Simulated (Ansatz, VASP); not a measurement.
# SnTe2: VASP beside Ansatz, part 2 of 2

Wanted: the spread between two codes on one cell, functional and k mesh. The cell is generated by rule, not measured, and may not be a known phase. The cell is taken from a series of runs on this material, whose earlier steps may have relaxed, scaled, displaced or heated it; both programs get it as it stands.

VASP 6.6.1 and Ansatz 0.2.0.

So far. Step 2 (VASP: single point, PBE, pair 1): The run ends at a pressure of -0.06 GPa, with forces up to 0.23 eV/Å. Step 3 (Ansatz: single point, PBE, pair 1): The run ends at a pressure of -0.05 GPa, with forces up to 0.23 eV/Å.

## Step 5: VASP: single point, PBE, pair 2

Level of this step: PBE; plane waves and PAW (Sn_d, Te); invented cell (VASP).

With cell and atoms fixed, the geometry can't cause a difference; cores, projectors, grids and the points listed under the comparison can.

INCAR

```
SYSTEM = SnTe2
PREC = Accurate
ENCUT = 500
EDIFF = 1E-06
NELM = 120
ISMEAR = 1
SIGMA = 0.2
LREAL = .FALSE.
ALGO = Normal
GGA = PE
NBANDS = 64
LORBIT = 11
LWAVE = .FALSE.
LCHARG = .FALSE.
ISIF = 2
LASPH = .TRUE.
GGA_COMPAT = .FALSE.
KPAR = 2
```

POSCAR

```
SnTe2
1.0
    0.0000000000      0.0000000000     -4.4240602484
   -7.0577214653     -7.0577214653      0.0000000000
   -7.0577214653      7.0577214653      0.0000000000
Sn Te
4 8
Direct
    0.0000000000      0.5139227606      0.5000000000
    0.0000000000      0.9860772394      0.0000000000
    0.5000000000      0.9997374237      0.5000000000
    0.5000000000      0.5002625763      0.0000000000
    0.0000000000      0.1991190466      0.5000000000
    0.0000000000      0.6967423342      0.0000000000
    0.0000000000      0.8032576658      0.5000000000
    0.0000000000      0.3008809534      0.0000000000
    0.5000000000      0.0220416026      0.1979306904
    0.5000000000      0.4779583974      0.6979306904
    0.5000000000      0.0220416026      0.8020693096
    0.5000000000      0.4779583974      0.3020693096
```

KPOINTS

```
Automatic mesh
0
Gamma
8 4 4
0 0 0
```

PAW data sets: Sn_d and Te (PBE family, release 64).

On the command line:

```
$ mpirun -np 2 vasp_std
```

Numbers of over 12 decimals in the logs are rounded to 6 here.

The log of the run:

```text
[... set-up lines as in an earlier step ...]
 entering main loop
       N       E                     dE             d eps       ncg     rms          rms(c)
DAV:   1     0.954293218079E+03    0.95429E+03   -0.42245E+04  5760   0.163E+03
DAV:   2     0.116107836885E+03   -0.83819E+03   -0.81455E+03  6024   0.406E+02
DAV:   3    -0.294291078569E+02   -0.14554E+03   -0.14101E+03  6728   0.172E+02
DAV:   4    -0.396942719481E+02   -0.10265E+02   -0.10057E+02  6720   0.456E+01
[...]
DAV:  12    -0.396557440851E+02   -0.24970E-04   -0.45948E-05  5896   0.231E-02    0.220E-02
DAV:  13    -0.396557495640E+02   -0.54788E-05   -0.13801E-05  5704   0.139E-02    0.342E-03
DAV:  14    -0.396557500175E+02   -0.45354E-06   -0.13422E-06  4152   0.445E-03
   1 F= -.39655750E+02 E0= -.39659319E+02  d E =0.107059E-01
```

From OUTCAR (step 5):

```text
  Total       -0.3012535     -0.3012535     -0.3002579      1.6862567      0.0000000      0.0000000
  in kB       -1.0951225     -1.0951225     -1.0915032      6.1299115      0.0000000      0.0000000
  external PRESSURE =      -1.0939160 kB  Pullay stress =       0.0000000 kB

 POSITION                                       TOTAL-FORCE (eV/Angst)
 -----------------------------------------------------------------------------------
     -7.15598     -0.09826      0.00000        -0.046354     -0.046354      0.000000
     -6.95946     -6.95946      0.00000         0.046354      0.046354      0.000000
    -10.58473     -3.52701     -2.21203        -0.024360     -0.024360      0.000000
     -3.53071     -3.53071     -2.21203         0.024360      0.024360      0.000000
     -4.93419      2.12353      0.00000         0.012555      0.012555      0.000000
     -4.91741     -4.91741      0.00000         0.060759      0.060759      0.000000
     -9.19803     -2.14031      0.00000        -0.060759     -0.060759      0.000000
     -2.12353     -2.12353      0.00000        -0.012555     -0.012555      0.000000
     -1.55250      1.24138     -2.21203        -0.141109     -0.254308      0.000000
     -8.29910      1.55250     -2.21203         0.254308      0.141109      0.000000
     -5.81635      5.50522     -2.21203        -0.254308     -0.141109      0.000000
     -5.50522     -1.24138     -2.21203         0.141109      0.254308      0.000000
 -----------------------------------------------------------------------------------
    total drift:                               -0.000000     -0.000000     -0.000000

  FREE ENERGIE OF THE ION-ELECTRON SYSTEM (eV)
  ---------------------------------------------------
  free  energy   TOTEN  =       -39.6557500175 eV

  energy  without entropy=      -39.6664559193  energy(sigma->0) =      -39.65931865

[... 2 parts as in an earlier step ...]

[... 1 further part left out ...]
[key lines of the parts left out:]
E-fermi :   4.4109
```

The run ends at a pressure of -0.11 GPa, with forces up to 0.29 eV/Å.

## Step 6: Ansatz: single point, PBE, pair 2

The same cell, functional, mesh and smearing now go to Ansatz, which takes its cutoff from its data sets.

The cell is taken from a series of runs on this material, whose earlier steps may have relaxed, scaled, displaced or heated it; both programs get it as it stands.

input.yaml

```yaml
crystal:
  lattice:
    - [0.0, 0.0, -4.4240602484]
    - [-7.0577214653, -7.0577214653, 0.0]
    - [-7.0577214653, 7.0577214653, 0.0]
  atoms:
    - { symbol: Sn, position: [0.0, 0.5139227606, 0.5] }
    - { symbol: Sn, position: [0.0, 0.9860772394, 1.0] }
    - { symbol: Sn, position: [0.5, 0.9997374237, 0.5] }
    - { symbol: Sn, position: [0.5, 0.5002625763, 0.0] }
    - { symbol: Te, position: [0.0, 0.1991190466, 0.5] }
    - { symbol: Te, position: [0.0, 0.6967423342, 0.0] }
    - { symbol: Te, position: [0.0, 0.8032576658, 0.5] }
    - { symbol: Te, position: [0.0, 0.3008809534, 0.0] }
    - { symbol: Te, position: [0.5, 0.0220416026, 0.1979306904] }
    - { symbol: Te, position: [0.5, 0.4779583974, 0.6979306904] }
    - { symbol: Te, position: [0.5, 0.0220416026, 0.8020693096] }
    - { symbol: Te, position: [0.5, 0.4779583974, 0.3020693096] }
kpoints:
  mp_grid: { grid: [8, 4, 4] }
hamiltonian:
  xc: pbe
scf:
  occupations: { method: methfessel_paxton, width: 0.2 }
output:
  forces: true
  stress: true
  eigenvalues: true
```

On the command line:

```
$ ansatz run input.yaml --threads 4 --pin off --max-ram 14336MiB --backend cpu --events-out ev --progress --plain --runs-dir out
```

The log of the run:

```text
[...]
Crystal: 12 atoms, lattice volume = 440.738 Å³
Basis set: ecut = 420 eV, 8627 PW (Γ), exchange–correlation on 60×144×144 points (8 copies of the dense FFT grid, shifted against one another)
Bands: 111, of which v1, the nominal top of the filled ones, is band 92 counted from 1 (91 counted from 0)
Symmetry: 8 space group operations
[...]
k-points: 45 of 128
[...]
k-point 0: bands = [... 88 lower, 6.1088, 6.1576, 6.5508, 6.8384, 6.8590, 7.1104, 7.3063, 7.4598, ... 15 higher]
  k-point 1: bands = [... 88 lower, 6.2839, 6.2844, 6.4999, 6.7122, 6.8360, 7.1026, 7.2606, 7.4202, ... 15 higher]
  k-point 2: bands = [... 88 lower, 6.3662, 6.3662, 6.4794, 6.4794, 6.9902, 6.9902, 7.2692, 7.2692, ... 15 higher]
  k-point 44: bands = [... 88 lower, 6.3862, 6.3862, 6.4286, 6.4286, 7.7248, 7.7248, 7.7570, 7.7570, ... 15 higher]
[key lines of the parts left out:]
SCF converged after 7 iterations
Free energy (F): -79935.636687 eV
Fermi energy:    6.825590 eV
P = ⅓ Tr σ = -0.0988 GPa (-0.988 kbar)
```

The run ends at a pressure of -0.10 GPa, with forces up to 0.29 eV/Å.

## Step 7: Side by side

What differs besides the data sets and the points named for the pairs above, as far as they apply: the data sets hold 184 valence electrons in Ansatz (on its default PAW (the set named soft_2) files) and 104 in VASP. Total energies have different zeros and are not compared.

Both answers:

```tsv
quantity	Ansatz	VASP	difference
pressure (GPa)	-0.10	-0.11	+0.01
```

Forces on 9 of the 12 atoms, those with the largest forces and the largest differences (eV/Å; atoms numbered as in POSCAR):

```tsv
atom	Ansatz x, y, z	VASP x, y, z
Sn1	-0.051, -0.051, 0.000	-0.046, -0.046, 0.000
Sn2	0.051, 0.051, 0.000	0.046, 0.046, 0.000
Te5	0.016, 0.016, 0.000	0.013, 0.013, 0.000
Te6	0.061, 0.061, 0.000	0.061, 0.061, 0.000
Te7	-0.061, -0.061, 0.000	-0.061, -0.061, 0.000
Te9	-0.141, -0.258, 0.000	-0.141, -0.254, 0.000
Te10	0.258, 0.141, 0.000	0.254, 0.141, 0.000
Te11	-0.258, -0.141, 0.000	-0.254, -0.141, 0.000
Te12	0.141, 0.258, 0.000	0.141, 0.254, 0.000
```

The forces differ by 2.2 meV/Å r.m.s., which is 2.1 % of the r.m.s. force of 0.101 eV/Å (both taken over all components).

## Step 8: Results

```yaml
r_m_s_force_difference_single_point_pbe_pair_1: 1.9 meV/Å
r_m_s_force_difference_single_point_pbe_pair_2: 2.2 meV/Å
```

The r.m.s. force difference is 2.2 meV/Å (single point, PBE, pair 2), within the 12 meV/Å picked in this series as the mark of a large difference. The data sets hold unlike numbers of valence electrons (184 in Ansatz and 104 in VASP), so part of the differences comes from the potentials. Such differences can come from data sets, numerical settings and the points named under the comparisons, not from the functional's error against experiment.

[Lines on the potential files, build, host, timing and source positions are cut from VASP's logs without a mark.]

[Logs are printed without paths, hosts, clocks, repeated set-up lines and the standing remarks that a program may print on its own settings, such as how far it seeks lower states.]

[Hosts, paths, dates, database ids (printed as entryN), source tags and the programs' standing remarks are cut or masked in the printed files.]
